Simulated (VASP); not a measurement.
# BiTe (R-3m) in VASP: a series of runs

The runs below take BiTe through single point, with PBE.

Program: VASP 6.6.1. These are calculated values, not measurements. Logs are shortened: lines on timing, memory, paths and dates and some standing lists are left out, and cuts for length are marked.

### Step 1. Starting point

The structure is trigonal, space group R-3m (No. 166). The conventional cell has a = 4.845 Å, b = 4.845 Å, c = 9.952 Å, α = 90.00°, β = 90.00°, γ = 120.00°. Bi (site symmetry -3m) has 6 Te at 3.25 Å as nearest neighbours. Te (site symmetry -3m) is surrounded by 6 Bi at 3.25 Å.

The cell comes from a database or a generator and needn't be the stable form of this composition.

### Step 2. Single point, PBE

The input, INCAR:

```
PREC = Accurate
ENCUT = 300
EDIFF = 1E-7
ISMEAR = 0
SIGMA = 0.05
LREAL = F
LASPH = T
NELM = 100
ALGO = Normal
ISIF = 2
LWAVE = F
LCHARG = F
GGA = PE
NBANDS = 18
ADDGRID = F
```

The input, KPOINTS:

```
Automatic mesh
0
Gamma
  6 6 6
```

The input, POSCAR:

```
BiTe
1.0
    2.4227077728      1.3987509848      3.3172919545
   -2.4227077728      1.3987509848      3.3172919545
    0.0000000000     -2.7975019696      3.3172919545
Bi Te
1 1
Direct
    0.5120250000      0.5038480000      0.5048510000
   -0.0040940000     -0.0152210000     -0.0035880000
```

Potentials or basis: VASP PAW PBE potentials, release 64 (Bi_d, Te).

Run with:

```bash
$ cat potpaw_PBE.64/Bi_d/POTCAR potpaw_PBE.64/Te/POTCAR > POTCAR
$ mpirun -np 1 vasp_std > vasp.out
```

OUTCAR:

```text
PREC = Accurate
   ENCUT = 300
   EDIFF = 1E-7
   ISMEAR = 0
   LREAL = F
   LASPH = T
   NELM = 100
   ISIF = 2
   GGA = PE

 Found    112 irreducible k-points:

 Following reciprocal coordinates:
            Coordinates               Weight
  0.000000  0.000000  0.000000      1.000000
  0.166667 -0.000000  0.000000      2.000000
 -0.000000  0.166667  0.000000      2.000000
  0.000000  0.000000  0.166667      2.000000
  0.333333 -0.000000  0.000000      2.000000
 -0.000000  0.333333  0.000000      2.000000
   k-points           NKPTS =    112   k-points in BZ     NKDIM =    112   number of bands    NBANDS=     18
   number of dos      NEDOS =    301   number of ions     NIONS =      2
   total plane-waves  NPLWV =  21952
   dimension x,y,z NGX =    28 NGY =   28 NGZ =   28
   dimension x,y,z NGXF=    56 NGYF=   56 NGZF=   56
   ions per type =               1   1
   NGX,Y,Z   is equivalent  to a cutoff of  10.73, 10.73, 10.73 a.u.
   NGXF,Y,Z  is equivalent  to a cutoff of  21.45, 21.45, 21.45 a.u.
 SYSTEM =  unknown system
   PREC   = accura    normal or accurate (medium, high low for compatibility)
   ISTART =      0    job   : 0-new  1-cont  2-samecut
   ICHARG =      2    charge: 1-file 2-atom 10-const
   ISPIN  =      1    spin polarized calculation?
   LNONCOLLINEAR =      F non collinear calculations
   LSORBIT =      F    spin-orbit coupling
   LASPH  =      T    aspherical Exc in radial PAW
   ENCUT  =  300.0 eV  22.05 Ry    4.70 a.u.   6.13  6.13  6.13*2*pi/ulx,y,z
   NELM   =    100;   NELMIN=  2; NELMDL= -5     # of ELM steps
   EDIFF  = 0.1E-06   stopping-criterion for ELM
[... 30 lines left out ...]
 non-spin polarized calculation
 Gauss-broadening in eV      SIGMA  =   0.05
  energy-cutoff  :      300.00
  volume of cell :       67.45
 maximum number of plane-waves:       805
 NGX is ok and might be reduce to    28
   NGX = 13   NGY = 13   NGZ = 13

 number of electron      21.0000002 magnetization

 Free energy of the ion-electron system (eV)
  ---------------------------------------------------
  ext. energy  EPLUGINS =         0.00000000
  ---------------------------------------------------
  free energy    TOTEN  =        -7.16665982 eV

  energy without entropy =       -7.16436566  energy(sigma->0) =       -7.16551274

 E-fermi :   6.6069     XC(G=0):  -9.4758

 val. band max:        6.6046145238   @ k =   0.5000  -0.1667  -0.3333
 cond. band min:       6.6106395190   @ k =   0.3333   0.3333   0.1667
 fundamental gap:      0.0060249952
 Fermi energy:         6.6068961788

 k-point     1 :       0.0000    0.0000    0.0000
  band No.  band energies     occupation
      1     -16.5280      2.00000
      2     -16.5278      2.00000
      3     -16.5156      2.00000
      4     -16.5155      2.00000
      5     -16.5008      2.00000
      6      -6.8274      2.00000
[... 10 lines left out ...]
     17      13.3380      0.00000
     18      13.5703      0.00000

 k-point     2 :       0.1667   -0.0000    0.0000
  band No.  band energies     occupation
      1     -16.5280      2.00000
      2     -16.5277      2.00000
      3     -16.5171      2.00000
      4     -16.5139      2.00000
      5     -16.5003      2.00000
      6      -6.5917      2.00000
[... 10 lines left out ...]
     17      14.1849      0.00000
     18      14.6000      0.00000

 k-point     3 :      -0.0000    0.1667    0.0000
  band No.  band energies     occupation
      1     -16.5280      2.00000
      2     -16.5277      2.00000
      3     -16.5171      2.00000
      4     -16.5140      2.00000
      5     -16.5002      2.00000
      6      -6.5921      2.00000
[... 10 lines left out ...]
     17      14.1874      0.00000
     18      14.6040      0.00000

 k-point     4 :       0.0000    0.0000    0.1667
  band No.  band energies     occupation
      1     -16.5281      2.00000
      2     -16.5276      2.00000
      3     -16.5170      2.00000
      4     -16.5139      2.00000
      5     -16.5003      2.00000
      6      -6.5912      2.00000
[... 10 lines left out ...]
     17      14.1794      0.00000
     18      14.5895      0.00000

 k-point     5 :       0.3333   -0.0000    0.0000
  band No.  band energies     occupation
      1     -16.5284      2.00000
      2     -16.5273      2.00000
      3     -16.5191      2.00000
      4     -16.5108      2.00000
      5     -16.4982      2.00000
      6      -5.9030      2.00000
[... 10 lines left out ...]
     17      15.4256      0.00000
     18      16.3602      0.00000

 k-point     6 :      -0.0000    0.3333    0.0000
  band No.  band energies     occupation
      1     -16.5285      2.00000
      2     -16.5273      2.00000
      3     -16.5191      2.00000
      4     -16.5109      2.00000
      5     -16.4981      2.00000
      6      -5.9051      2.00000
[... 10 lines left out ...]
     17      15.4331      0.00000
     18      16.3625      0.00000

 [... further k-points ...]
[... 5 lines left out ...]
  --------------------------------------------------------------------------------------
  -------------------------------------------------------------------------------------
  Total       -0.0559176      0.0360521     -0.1568612      0.0161208      0.0144090     -0.0048312
  in kB       -1.3282581      0.8563769     -3.7260584      0.3829310      0.3422687     -0.1147601
  external PRESSURE =      -1.3993132 kB  Pullay stress =       0.0000000 kB

 VOLUME and BASIS-vectors are now :
 -----------------------------------------------------------------------------
  energy-cutoff  :      300.00
  volume of cell :       67.45
      direct lattice vectors                 reciprocal lattice vectors
     2.422707773  1.398750985  3.317291954     0.206380648  0.119153923  0.100483568
    -2.422707773  1.398750985  3.317291954    -0.206380648  0.119153923  0.100483568
     0.000000000 -2.797501970  3.317291954     0.000000000 -0.238307845  0.100483568

 POSITION                                       TOTAL-FORCE (eV/Angst)
 -----------------------------------------------------------------------------------
      0.01981      0.00863      5.04469         0.016423     -0.064180     -0.223312
      0.02696     -0.01698      9.87590        -0.016423      0.064180      0.223312
 -----------------------------------------------------------------------------------
    total drift:                               -0.001151     -0.000652     -0.000459

  FREE ENERGIE OF THE ION-ELECTRON SYSTEM (eV)
  ---------------------------------------------------
  free  energy   TOTEN  =        -7.1666598218 eV

  energy  without entropy=       -7.1643656612  energy(sigma->0) =       -7.16551274
```

Wall time 48 s (1 thread of Intel Xeon 6975P-C (Granite Rapids), shared host); peak memory 0.18 GiB.

The run converged, but some of its settings lie outside the range that counts as converged, so its numbers aren't taken as properties of the crystal.

What came out:

```
Free energy            : -7.1667 eV
Pressure               : -0.1 GPa
Largest force          : 0.233 eV/Å
Band gap on the k mesh : none (metal or under the smearing width)
```

Caveat: the cutoff is under 1.25 times the usual one of these potentials, so pressure, stress and relaxed cells hold a basis-set (Pulay) error; spin-orbit coupling is left out, which moves the levels of the heavy elements.

### Step 3. Single point, PBE

Edit INCAR of step 2 so:

```diff
@@ -1,3 +1,3 @@
 PREC = Accurate
-ENCUT = 300
+ENCUT = 700
 EDIFF = 1E-7
```

The input, KPOINTS:

```
Automatic mesh
0
Gamma
  4 4 4
```

The input, POSCAR:

```
BiTe
1.0
    2.4227077728      1.3987509848      3.3172919545
   -2.4227077728      1.3987509848      3.3172919545
    0.0000000000     -2.7975019696      3.3172919545
Bi Te
1 1
Direct
    0.5000000000      0.5000000000      0.5000000000
    0.0000000000      0.0000000000      0.0000000000
```

Potentials or basis: VASP PAW PBE potentials, release 64 (Bi_d, Te).

Run with:

```bash
$ cat potpaw_PBE.64/Bi_d/POTCAR potpaw_PBE.64/Te/POTCAR > POTCAR
$ mpirun -np 1 vasp_std > vasp.out
```

OUTCAR:

```text
PREC = Accurate
   ENCUT = 700
   EDIFF = 1E-7
   ISMEAR = 0
   LREAL = F
   LASPH = T
   NELM = 100
   ISIF = 2
   GGA = PE

 Found     13 irreducible k-points:

 Following reciprocal coordinates:
            Coordinates               Weight
  0.000000  0.000000  0.000000      1.000000
  0.250000 -0.000000  0.000000      6.000000
  0.500000 -0.000000  0.000000      3.000000
  0.250000  0.250000  0.000000      6.000000
  0.500000  0.250000 -0.000000     12.000000
 -0.250000  0.250000  0.000000      6.000000
   k-points           NKPTS =     13   k-points in BZ     NKDIM =     13   number of bands    NBANDS=     18
   number of dos      NEDOS =    301   number of ions     NIONS =      2
   total plane-waves  NPLWV =  64000
   dimension x,y,z NGX =    40 NGY =   40 NGZ =   40
   dimension x,y,z NGXF=    80 NGYF=   80 NGZF=   80
   ions per type =               1   1
   NGX,Y,Z   is equivalent  to a cutoff of  15.32, 15.32, 15.32 a.u.
   NGXF,Y,Z  is equivalent  to a cutoff of  30.65, 30.65, 30.65 a.u.
 SYSTEM =  unknown system
   PREC   = accura    normal or accurate (medium, high low for compatibility)
   ISTART =      0    job   : 0-new  1-cont  2-samecut
   ICHARG =      2    charge: 1-file 2-atom 10-const
   ISPIN  =      1    spin polarized calculation?
   LNONCOLLINEAR =      F non collinear calculations
   LSORBIT =      F    spin-orbit coupling
   LASPH  =      T    aspherical Exc in radial PAW
   ENCUT  =  700.0 eV  51.45 Ry    7.17 a.u.   9.36  9.36  9.36*2*pi/ulx,y,z
   NELM   =    100;   NELMIN=  2; NELMDL= -5     # of ELM steps
   EDIFF  = 0.1E-06   stopping-criterion for ELM
[... 30 lines left out ...]
 non-spin polarized calculation
 Gauss-broadening in eV      SIGMA  =   0.05
  energy-cutoff  :      700.00
  volume of cell :       67.45
 maximum number of plane-waves:      2852
 NGX is ok and might be reduce to    40
   NGX = 19   NGY = 19   NGZ = 19

 number of electron      21.0000002 magnetization

 Free energy of the ion-electron system (eV)
  ---------------------------------------------------
  ext. energy  EPLUGINS =         0.00000000
  ---------------------------------------------------
  free energy    TOTEN  =        -7.21453182 eV

  energy without entropy =       -7.21145008  energy(sigma->0) =       -7.21299095

 E-fermi :   6.7758     XC(G=0):  -9.4712

 val. band max:        6.4706248256   @ k =   0.2500   0.2500   0.2500
 cond. band min:       6.7784522420   @ k =  -0.2500   0.2500   0.0000
 fundamental gap:      0.3078274164
 Fermi energy:         6.7758390380

 k-point     1 :       0.0000    0.0000    0.0000
  band No.  band energies     occupation
      1     -16.5341      2.00000
      2     -16.5341      2.00000
      3     -16.5222      2.00000
      4     -16.5222      2.00000
      5     -16.5087      2.00000
      6      -6.8048      2.00000
[... 10 lines left out ...]
     17      13.3195      0.00000
     18      13.5538      0.00000

 k-point     2 :       0.2500   -0.0000    0.0000
  band No.  band energies     occupation
      1     -16.5337      2.00000
      2     -16.5328      2.00000
      3     -16.5250      2.00000
      4     -16.5191      2.00000
      5     -16.5072      2.00000
      6      -6.2782      2.00000
[... 10 lines left out ...]
     17      15.1106      0.00000
     18      15.7359      0.00000

 k-point     3 :       0.5000   -0.0000    0.0000
  band No.  band energies     occupation
      1     -16.5340      2.00000
      2     -16.5323      2.00000
      3     -16.5271      2.00000
      4     -16.5170      2.00000
      5     -16.5040      2.00000
      6      -4.9024      2.00000
[... 10 lines left out ...]
     17      14.5223      0.00000
     18      17.3283      0.00000

 k-point     4 :       0.2500    0.2500    0.0000
  band No.  band energies     occupation
      1     -16.5368      2.00000
      2     -16.5314      2.00000
      3     -16.5246      2.00000
      4     -16.5151      2.00000
      5     -16.5075      2.00000
      6      -6.0918      2.00000
[... 10 lines left out ...]
     17      14.1059      0.00000
     18      14.2639      0.00000

 k-point     5 :       0.5000    0.2500   -0.0000
  band No.  band energies     occupation
      1     -16.5376      2.00000
      2     -16.5317      2.00000
      3     -16.5253      2.00000
      4     -16.5129      2.00000
      5     -16.5048      2.00000
      6      -5.0677      2.00000
[... 10 lines left out ...]
     17      16.3731      0.00000
     18      16.5015      0.00000

 k-point     6 :      -0.2500    0.2500    0.0000
  band No.  band energies     occupation
      1     -16.5335      2.00000
      2     -16.5330      2.00000
      3     -16.5244      2.00000
      4     -16.5172      2.00000
      5     -16.5065      2.00000
      6      -5.4944      2.00000
[... 10 lines left out ...]
     17      14.6484      0.00000
     18      15.5995      0.00000

 [... further k-points ...]
[... 5 lines left out ...]
  --------------------------------------------------------------------------------------
  -------------------------------------------------------------------------------------
  Total       -0.0620753     -0.0620753      0.0679609      0.0000000     -0.0000000      0.0000000
  in kB       -1.4745268     -1.4745268      1.6143327      0.0000000     -0.0000000      0.0000000
  external PRESSURE =      -0.4449070 kB  Pullay stress =       0.0000000 kB

 VOLUME and BASIS-vectors are now :
 -----------------------------------------------------------------------------
  energy-cutoff  :      700.00
  volume of cell :       67.45
      direct lattice vectors                 reciprocal lattice vectors
     2.422707773  1.398750985  3.317291954     0.206380648  0.119153923  0.100483568
    -2.422707773  1.398750985  3.317291954    -0.206380648  0.119153923  0.100483568
     0.000000000 -2.797501970  3.317291954     0.000000000 -0.238307845  0.100483568

 POSITION                                       TOTAL-FORCE (eV/Angst)
 -----------------------------------------------------------------------------------
      0.00000      0.00000      4.97594         0.000000     -0.000000     -0.000000
      0.00000      0.00000      0.00000        -0.000000      0.000000      0.000000
 -----------------------------------------------------------------------------------
    total drift:                               -0.000000      0.000000     -0.000000

  FREE ENERGIE OF THE ION-ELECTRON SYSTEM (eV)
  ---------------------------------------------------
  free  energy   TOTEN  =        -7.2145318159 eV

  energy  without entropy=       -7.2114500793  energy(sigma->0) =       -7.21299095
```

It took 24 s on 1 thread of Intel Xeon 6975P-C (Granite Rapids), shared host; peak memory 0.24 GiB.

The run converged, but some of its settings lie outside the range that counts as converged, so its numbers aren't taken as properties of the crystal.

What came out:

| Quantity | Value |
| --- | --- |
| Free energy | -7.2145 eV |
| Pressure | 0.0 GPa |
| Band gap on the k mesh | none (metal or under the smearing width) |

Caveat: the k mesh is coarse (spacing up to 0.41 Å⁻¹), so the values aren't converged; spin-orbit coupling is left out, which moves the levels of the heavy elements.

### Step 4. The reference run

An earlier run on the cell as given: functional PBE; potentials or basis VASP PAW PBE potentials, release 64 (Bi_d, Te); cutoff 520 eV; k mesh 7 × 7 × 7; occupations fermi-dirac, width 0.05 eV; no spin polarisation.

* Pressure: 0.1 GPa
* Band gap on the k mesh: none (metal or under the smearing width)
